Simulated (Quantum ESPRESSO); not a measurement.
SiC (Moissanite):

```
Si C
1.0
     3.07600    0.00000    0.00000
    -1.53800    2.66389    0.00000
     0.00000    0.00000    5.04800
Si C
2 2
Direct
  0.66667 0.33333 0.50000
  0.33333 0.66667 0.00000
  0.66667 0.33333 0.88500
  0.33333 0.66667 0.38500
```

| Quantity | Value |
| --- | --- |
| Program | Quantum ESPRESSO 7.5 |
| Task | Wannier functions |
| Functional | PBE |
| Potentials or basis | PseudoDojo 0.4.1 SR PBE standard |
| Cutoff | 1116 eV |
| Density cutoff | 4463 eV |
| k mesh | 6 × 6 × 3 |
| Occupations | fermi-dirac, width 0.05 eV |
| Spin | no spin polarisation |
| Iterations | 0 |
| Mixing beta | 0.5 |
| Most SCF iterations | 120 |
| SCF threshold | 8e-10 Ry |
| k mesh for the Wannier functions | 6 × 6 × 3 |
| Projections | Si sp, C sp |

Start: atomic projections with disentanglement, frozen window up to 3.2 eV over the reference level; no minimisation of the spread. The reference level is the Fermi level, or the middle of the gap.

Problem. With atomic projections with disentanglement, how many functions result, how localised are they, and how well do they interpolate the bands?

Solution. 16 functions with spreads from 1.07 to 1.66 Å², 22.0 Å² in all; they miss the direct bands by 15 meV (root mean square).

Wannier functions:
```
function  nearest atom  distance (Å)  spread (Å²)  on-site energy from the reference level (eV)
       1          1 Si          0.00         1.47                                         -0.03
       2          1 Si          0.49         1.61                                          3.18
       3          1 Si          0.40         1.66                                          3.31
       4          1 Si          0.40         1.66                                          3.31
       5          2 Si          0.00         1.47                                         -0.03
       6          2 Si          0.49         1.61                                          3.18
       7          2 Si          0.40         1.66                                          3.31
       8          2 Si          0.40         1.66                                          3.31
       9           3 C          0.02         1.23                                         -7.18
      10           3 C          0.03         1.07                                         -0.77
      11           3 C          0.03         1.14                                         -0.89
      12           3 C          0.03         1.14                                         -0.89
      13           4 C          0.02         1.23                                         -7.18
      14           4 C          0.03         1.07                                         -0.77
      15           4 C          0.03         1.14                                         -0.89
      16           4 C          0.03         1.14                                         -0.89
```

Parts of the spread (Å²): invariant 12.38, diagonal 0.050, off-diagonal 9.52, total 21.96. Against the direct bands the interpolation misses by 15 meV (root mean square) and 63 meV at most, for states up to 1 eV over the reference level.
